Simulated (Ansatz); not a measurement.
Set up this calculation in Ansatz 0.2.0, as the native input.

```
Task                : band structure
Functional          : LDA
Potentials or basis : all-electron LAPW, scalar-relativistic
Cutoff              : 283 eV (chosen from the basis error)
Basis error allowed : 0.001 eV/atom
k mesh              : 10 × 10 × 10
Occupations         : fermi-dirac, width 0.05 eV
Spin                : no spin polarisation
```

BP:

```xyz
2
Lattice="0.0000 2.2690 2.2690 2.2690 0.0000 2.2690 2.2690 2.2690 0.0000" Properties=species:S:1:pos:R:3 pbc="T T T"
P     3.4035    3.4035    3.4035
B     0.0000    0.0000    0.0000
```

These files were run (other wordings do the same):

input.yaml

```yaml
crystal:
  lattice:
    - [0.0, 2.269, 2.269]
    - [2.269, 0.0, 2.269]
    - [2.269, 2.269, 0.0]
  atoms:
    - { symbol: P, position: [0.75, 0.75, 0.75] }
    - { symbol: B, position: [0.0, 0.0, 0.0] }
kpoints:
  mp_grid: { grid: [10, 10, 10] }
  band_path:
    path:
      - [0.0, 0.0, 0.0]
      - [0.5, 0.0, 0.5]
      - [0.5, 0.25, 0.75]
      - [0.375, 0.375, 0.75]
      - [0.0, 0.0, 0.0]
      - [0.5, 0.5, 0.5]
      - [0.625, 0.25, 0.625]
      - [0.5, 0.25, 0.75]
    npoints: 12
scf:
  occupations: { method: fermi_dirac, width: 0.05 }
hamiltonian:
  xc: lda
  pseudopotentials: { kind: all_electron, lapw: { basis_error: 0.001 } }
output:
  forces: true
  stress: true
  eigenvalues: true
```

Potentials or basis: all-electron LAPW, scalar-relativistic.

Run with:

```bash
$ ansatz run input.yaml --threads 1 --pin off --max-ram 3072MiB --backend cpu --events-out ev --progress --plain --runs-dir out
```

Results of the run:

The pressure is -5.2 GPa. The band gap on the k mesh is 1.19 eV, indirect (least direct gap 3.38 eV). The band gap along the path is 1.19 eV, indirect (least direct gap 3.38 eV).

It took 8.7 s on 1 thread of Arm Neoverse V1 (shared host), peak memory 0.22 GiB.
